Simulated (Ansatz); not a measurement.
# Moving the dispersion correction in Tc

The cell as given:

Symmetry: P6_3/mmc, No. 194, hexagonal system. Conventional cell: a = 2.739 Å, b = 2.739 Å, c = 8.770 Å, α = 90.00°, β = 90.00°, γ = 120.00°. Around Tc (site symmetry -6m2) lie 12 Tc at 2.70 to 2.74 Å. Tc (site symmetry -3m) has 12 Tc at 2.70 to 2.74 Å as nearest neighbours.

Kept alike: task relaxation of cell and atoms; functional PBEsol; k mesh 11 × 11 × 3; occupations fermi-dirac, width 0.05 eV; no spin polarisation. Program: Ansatz, Ansatz PAW (files of its older set among them), cutoff 500 eV. The mesh is that of the run's cell of 4 atoms. No spin-orbit coupling.

| dispersion correction | volume (Å³/atom) | first edge of the run's cell (Å) | third edge of the run's cell (Å) |
| --- | --- | --- | --- |
| D3(BJ) | 13.710 | 2.700 | 8.686 |
| D3(BJ)-ATM | 13.781 | 2.705 | 8.701 |
| D4 | 13.857 | 2.710 | 8.717 |
| none | 14.013 | 2.720 | 8.748 |

The relaxations keep at least the cell's symmetry (P6_3/mmc). For a metal such a mesh leaves the last digits unconverged. Relaxations stop with a little pressure left, so the last digits of a volume or edge aren't settled. All rows use potentials made for PBE.

Task: What does the dispersion correction change here?

Result: The volume runs from 13.710 (D3(BJ)) to 14.013 Å³/atom (none). Against no correction: D3(BJ) -2.2 %; D3(BJ)-ATM -1.7 %; D4 -1.1 %. Dispersion terms mostly attract and so lower the volume; the schemes' coefficients and damping set how far. The first edge of the run's cell runs from 2.700 (D3(BJ)) to 2.720 Å (none). The third edge of the run's cell runs from 8.686 (D3(BJ)) to 8.748 Å (none).
